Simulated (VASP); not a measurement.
# SnS (Pnma) in VASP: settings compared, part 2 of 3

VASP 6.6.1. The steps go on from the part before.

## 3. Relaxation of cell and atoms, PBEsol

This run uses another cell than the first one, of 24.19 Å³/atom, 1.065 times its volume.

INCAR

```
ALGO     = Normal         # electronic algorithm
EDIFF    = 1E-6           # SCF threshold, eV
EDIFFG   = -0.01          # ionic threshold
ENCUT    = 600            # plane-wave cutoff, eV
GGA      = PS             # functional
IBRION   = 2              # ionic algorithm
ISIF     = 3              # what is computed and relaxed
ISMEAR   = 0              # smearing method
KPAR     = 2            
LASPH    = True           # aspherical terms in the spheres
LCHARG   = False          # write CHGCAR
LREAL    = False          # projectors in reciprocal space
LWAVE    = False          # write WAVECAR
NELM     = 80             # most SCF steps
NSW      = 90             # ionic steps
PREC     = Accurate       # precision mode
SIGMA    = 0.03           # smearing width, eV
```

KPOINTS

```
k-points
0
Gamma
  4 8 6
```

POSCAR

```
SnS
1.0
   11.2000000000      0.0000000000      0.0000000000
    0.0000000000      3.9870000000      0.0000000000
    0.0000000000      0.0000000000      4.3340000000
Sn S
4 4
Direct
    0.1194000000      0.2500000000      0.1198000000
    0.3806000000      0.7500000000      0.6198000000
    0.6194000000      0.2500000000      0.3802000000
    0.8806000000      0.7500000000      0.8802000000
    0.8508000000      0.2500000000      0.4793000000
    0.6492000000      0.7500000000      0.9793000000
    0.3508000000      0.2500000000      0.0207000000
    0.1492000000      0.7500000000      0.5207000000
```

Potentials or basis: VASP PAW PBE potentials, release 64 (Sn_d, S).

Launch:

```sh
> cat potpaw_PBE.64/Sn_d/POTCAR potpaw_PBE.64/S/POTCAR > POTCAR
> mpirun -np 2 vasp_std > vasp.out
```

OUTCAR:

```text
EDIFF = 1E-6
   EDIFFG = -0.01
   ENCUT = 600
   GGA = PS
   IBRION = 2
   ISIF = 3
   ISMEAR = 0
   LASPH = True
   LREAL = False
   NELM = 80
   NSW = 90
   PREC = Accurate

 ion  position               nearest neighbor table
   1  0.119  0.250  0.120-   7 2.63   8 2.67   8 2.67   4 3.49   4 3.49
   2  0.381  0.750  0.620-   8 2.63   7 2.67   7 2.67   3 3.49   3 3.49
   3  0.619  0.250  0.380-   5 2.63   6 2.67   6 2.67   2 3.49   2 3.49
   4  0.881  0.750  0.880-   6 2.63   5 2.67   5 2.67   1 3.49   1 3.49
   5  0.851  0.250  0.479-   3 2.63   4 2.67   4 2.67
   6  0.649  0.750  0.979-   4 2.63   3 2.67   3 2.67
   7  0.351  0.250  0.021-   1 2.63   2 2.67   2 2.67
   8  0.149  0.750  0.521-   2 2.63   1 2.67   1 2.67

  LATTYP: Found a simple orthorhombic cell.
 ALAT       =     3.9870000000
 B/A-ratio  =     1.0870328568
 C/A-ratio  =     2.8091296714

  Lattice vectors:

 A1 = (   0.0000000000,   3.9870000000,   0.0000000000)
 A2 = (   0.0000000000,   0.0000000000,   4.3340000000)
 A3 = (  11.2000000000,   0.0000000000,   0.0000000000)

Analysis of symmetry for initial positions (statically):
=====================================================================
 Subroutine PRICEL returns:
 Original cell was already a primitive cell.

 Routine SETGRP: Setting up the symmetry group for a
 simple orthorhombic supercell.

 Subroutine GETGRP returns: Found  8 space group operations
 (whereof  2 operations were pure point group operations)
 out of a pool of  8 trial point group operations.

The static configuration has the point symmetry S_2 .
 The point group associated with its full space group is D_2h.

Analysis of symmetry for dynamics (positions and initial velocities):
=====================================================================
 Subroutine PRICEL returns:
 Original cell was already a primitive cell.

 Routine SETGRP: Setting up the symmetry group for a
 simple orthorhombic supercell.

 Subroutine GETGRP returns: Found  8 space group operations
 (whereof  2 operations were pure point group operations)
 out of a pool of  8 trial point group operations.

The dynamic configuration has the point symmetry S_2 .
 The point group associated with its full space group is D_2h.

 Subroutine INISYM returns: Found  8 space group operations
 (whereof  2 operations are pure point group operations),
 and found     1 'primitive' translations

----------------------------------------------------------------------------------------

                                     Primitive cell

  volume of cell :     193.5322

  direct lattice vectors                    reciprocal lattice vectors
    11.200000000  0.000000000  0.000000000     0.089285714  0.000000000  0.000000000
     0.000000000  3.987000000  0.000000000     0.000000000  0.250815149  0.000000000
     0.000000000  0.000000000  4.334000000     0.000000000  0.000000000  0.230733733

  length of vectors
    11.200000000  3.987000000  4.334000000     0.089285714  0.250815149  0.230733733

  position of ions in fractional coordinates (direct lattice)
     0.119400000  0.250000000  0.119800000
     0.380600000  0.750000000  0.619800000
     0.619400000  0.250000000  0.380200000
     0.880600000  0.750000000  0.880200000
     0.850800000  0.250000000  0.479300000
     0.649200000  0.750000000  0.979300000
     0.350800000  0.250000000  0.020700000
     0.149200000  0.750000000  0.520700000

  ion indices of the primitive-cell ions
   primitive index   ion index
                 1           1
[... 73 lines left out ...]
   ISPIN  =      1    spin polarized calculation?
   LNONCOLLINEAR =      F non collinear calculations
   LSORBIT =      F    spin-orbit coupling
   LASPH  =      T    aspherical Exc in radial PAW
   ENCUT  =  600.0 eV  44.10 Ry    6.64 a.u.  22.37  7.96  8.66*2*pi/ulx,y,z
   NELM   =     80;   NELMIN=  2; NELMDL= -5     # of ELM steps
   EDIFF  = 0.1E-05   stopping-criterion for ELM
   LREAL  =      F    real-space projection
   EDIFFG = -.1E-01   stopping-criterion for IOM
   NSW    =     90    number of steps for IOM
   IBRION =      2    ionic relax: 0-MD 1-quasi-New 2-CG
   NFREE  =      1    steps in history (QN), initial steepest desc. (CG)
   ISIF   =      3    stress and relaxation
   ISYM   =      2    0-nonsym 1-usesym 2-fastsym
   POTIM  = 0.5000    time-step for ionic-motion
   TEBEG  =    0.0;   TEEND  =   0.0 temperature during run
   PSTRESS=    0.0 pullay stress
   NELECT =      80.0000    total number of electrons
   NUPDOWN=      -1.0000    fix difference up-down
   EMIN   =  10.00;   EMAX   =-10.00  energy-range for DOS
   EFERMI =   0.00;   METHOD = LEGACY
   ISMEAR =     0;   SIGMA  =   0.03  broadening in eV -4-tet -1-fermi 0-gaus
   EFERMI_NEDOS =   21; number of points for ismear=-14 and -15
   IALGO  =     38    algorithm
   IMIX   =      4    mixing-type and parameters
     AMIX     =   0.40;   BMIX     =  1.00
     AMIX_MAG =   1.60;   BMIX_MAG =  1.00
  volume/ion in A,a.u.               =      24.19       163.25
  Fermi-wavevector in a.u.,A,eV,Ry     =   1.219515  2.304549 20.234810  1.487217
  Thomas-Fermi vector in A             =   2.354764
   LORBIT       =      0    0 simple, 1 ext, 2 COOP (PROOUT), +10 PAW based schemes
   GGA     = PS    functional components
   LHFCALC =     F    Hartree Fock is set to
   AEXX    =    0.0000 exact exchange contribution
   IVDW    =     0    specifies the selected vdW correction
   LEPSILON=     F    determine dielectric tensor
   LRPA    =     F    only Hartree local field effects (RPA)
 conjugate gradient relaxation of ions
 non-spin polarized calculation
 Gauss-broadening in eV      SIGMA  =   0.03
  energy-cutoff  :      600.00
  volume of cell :      193.53
 maximum number of plane-waves:      6488
 NGX is ok and might be reduce to    90
   NGX = 45   NGY = 15   NGZ = 17

--------------------------------------- Ionic step        1  -------------------------------------------

 number of electron      80.0000006 magnetization

 Free energy of the ion-electron system (eV)
  ---------------------------------------------------
  ext. energy  EPLUGINS =         0.00000000
  ---------------------------------------------------
  free energy    TOTEN  =       -38.36451002 eV

  energy without entropy =      -38.36451002  energy(sigma->0) =      -38.36451002

------------------------ aborting loop because EDIFF is reached ----------------------------------------

  FORCE on cell =-STRESS in cart. coord.  units (eV):
  Direction    XX          YY          ZZ          XY          YZ          ZX
  --------------------------------------------------------------------------------------
  -------------------------------------------------------------------------------------
  Total       -0.7881845     -0.9963468     -1.0808173      0.0000000      0.0000000      0.0000000
  in kB       -6.5250716     -8.2483665     -8.9476647      0.0000000      0.0000000      0.0000000
  external PRESSURE =      -7.9070343 kB  Pullay stress =       0.0000000 kB
[... 107 lines left out ...]
  FREE ENERGIE OF THE ION-ELECTRON SYSTEM (eV)
  ---------------------------------------------------
  free  energy   TOTEN  =       -38.3741740881 eV

  energy  without entropy=      -38.3741740881  energy(sigma->0) =      -38.37417409

[... ionic steps 4 to 14 ...]

--------------------------------------- Ionic step       15  -------------------------------------------

 number of electron      80.0000002 magnetization

------------------------ aborting loop because EDIFF is reached ----------------------------------------
[... 79 lines left out ...]
--------------------------------------- Ionic step       17  -------------------------------------------

 number of electron      80.0000006 magnetization

 Free energy of the ion-electron system (eV)
  ---------------------------------------------------
  ext. energy  EPLUGINS =         0.00000000
  ---------------------------------------------------
  free energy    TOTEN  =       -38.39067835 eV

  energy without entropy =      -38.39067835  energy(sigma->0) =      -38.39067835

 E-fermi :   6.6714     XC(G=0): -10.2034

 val. band max:        6.4811354347   @ k =   0.5000   0.0000   0.5000
 cond. band min:       7.2488954952   @ k =   0.0000   0.0000   0.0000
 fundamental gap:      0.7677600604
 Fermi energy:         6.6713913487

 k-point     1 :       0.0000    0.0000    0.0000
  band No.  band energies     occupation
      1     -14.7347      2.00000
      2     -14.7117      2.00000
      3     -14.7101      2.00000
      4     -14.7019      2.00000
      5     -14.6971      2.00000
      6     -14.6924      2.00000
[... 1213 lines left out ...]
     47      10.1013      0.00000
     48      10.1013      0.00000

 [... further k-points ...]
[... 5 lines left out ...]
  --------------------------------------------------------------------------------------
  -------------------------------------------------------------------------------------
  Total        0.0513799     -0.0601447     -0.0150014      0.0000000      0.0000000      0.0000000
  in kB        0.4393975     -0.5143540     -0.1282910      0.0000000      0.0000000      0.0000000
  external PRESSURE =      -0.0677491 kB  Pullay stress =       0.0000000 kB
[... 23 lines left out ...]
  FREE ENERGIE OF THE ION-ELECTRON SYSTEM (eV)
  ---------------------------------------------------
  free  energy   TOTEN  =       -38.3906783480 eV

  energy  without entropy=      -38.3906783480  energy(sigma->0) =      -38.39067835

 reached required accuracy - stopping structural energy minimisation
```

Run time: 1.7 h. Hardware: 2 MPI ranks of Intel Xeon Platinum 8175M at 2.50GHz (Skylake/Cascade Lake), shared host; peak memory 0.66 GiB.

Results:

```
Free energy                            : -38.3907 eV
Relaxed volume                         : 23.42 Å³/atom
Relaxed cell                           : a = 11.083 Å, b = 3.984 Å, c = 4.242 Å, α = 90.00°, β = 90.00°, γ = 90.00°
Space group after relaxing (to 0.05 Å) : Pnma (No. 62)
Energy gained by relaxing              : 3.3 meV/atom
Ionic steps                            : 17
Pressure after relaxing                : 0.0 GPa
Largest force after relaxing           : 0.009 eV/Å
Band gap on the k mesh                 : 0.77 eV, indirect (least direct gap 1.08 eV)
```

Forces on the atoms (eV/Å):
```
Sn  -0.003  0.000 -0.009
Sn   0.003  0.000 -0.009
Sn  -0.003  0.000  0.009
Sn   0.003  0.000  0.009
S    0.001  0.000  0.002
S   -0.001  0.000  0.002
S    0.001  0.000 -0.002
S   -0.001  0.000 -0.002
```

Stress tensor (GPa, compression positive):
```
 0.04  0.00  0.00
 0.00 -0.05  0.00
 0.00  0.00 -0.01
```

Step by step:
```csv
step,energy change (eV),largest force (eV/Å),pressure (GPa),volume (Å³)
1,0.0000,0.0741,-0.79,193.53
2,-0.0097,0.1417,0.13,190.21
3,-0.0097,0.1445,0.17,190.10
4,-0.0166,0.0946,0.11,189.32
5,-0.0225,0.0337,0.02,187.85
6,-0.0226,0.0383,0.03,187.65
7,-0.0247,0.0292,-0.04,187.49
8,-0.0246,0.0292,-0.03,187.48
9,-0.0254,0.0155,0.05,187.24
10,-0.0255,0.0152,0.09,187.09
11,-0.0257,0.0241,-0.09,187.58
12,-0.0258,0.0208,-0.02,187.43
13,-0.0258,0.0204,-0.05,187.45
14,-0.0259,0.0183,-0.02,187.43
15,-0.0260,0.0166,-0.01,187.41
16,-0.0262,0.0091,0.02,187.33
17,-0.0262,0.0094,-0.01,187.35
```

Final structure:
```
Sn S
1.0
    11.08297    0.00000    0.00000
     0.00000    3.98446    0.00000
     0.00000    0.00000    4.24249
Sn S
4 4
Cartesian
  1.3112 0.9961 0.4812
  4.2303 2.9883 2.6024
  6.8527 0.9961 1.6401
  9.7718 2.9883 3.7613
  9.4592 0.9961 2.0070
  7.1652 2.9883 4.1283
  3.9177 0.9961 0.1142
  1.6238 2.9883 2.2355
```

Caveat: the PAW data sets were made with another functional, which shifts forces and pressure a little; spin-orbit coupling is left out, which moves the levels of the heavy elements. A k mesh can miss the band edges.

(Continued in part 3 of 3.)
